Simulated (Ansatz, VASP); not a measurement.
# One calculation of BN, two programs

```xyz
4
Lattice="2.5025 0.0000 0.0000 -1.2512 2.1672 0.0000 0.0000 0.0000 4.2101" Properties=species:S:1:pos:R:3 pbc="T T T"
B     0.0000    1.4448    0.0003
B     1.2512    0.7224    2.1054
N     0.0000    1.4448    1.5743
N     1.2512    0.7224    3.6793
```

Change from the starting cell: strained cell.

Alike in both runs: functional PBEsol; k mesh 9 × 9 × 6; occupations gaussian, width 0.02 eV; no spin polarisation.

Ansatz relaxed the structure, and its values are those at the end. VASP's run is a single point on that final structure, the one shown.

|  | VASP | Ansatz |
| --- | --- | --- |
| version | VASP 6.6.1 | Ansatz 0.2.0 |
| potentials or method | VASP PAW PBE potentials, release 64 (B, N) | scalar-relativistic, plane waves, PAW |
| plane-wave cutoff (eV) | 520 | 420 |
| valence electrons in the cell | 16 | 16 |

|  | VASP | Ansatz | Ansatz less VASP |
| --- | --- | --- | --- |
| gap on the k mesh at the Fermi level (eV) | 4.79 | 4.80 | +0.012 |
| least direct gap on the mesh (eV) | 8.18 | 8.18 | -0.002 |
| pressure (GPa) | 12.5 | 11.6 | -0.95 |
| rms of the force components (eV/Å) | 0.006 | 0.000 | -0.0058 |

Ansatz warned: «pseudo_functional_mismatch».

Caveats: the PAW data sets were made with another functional, which shifts forces and pressure a little (VASP); an odd mesh through Γ misses points on the zone boundary, where band edges often lie.
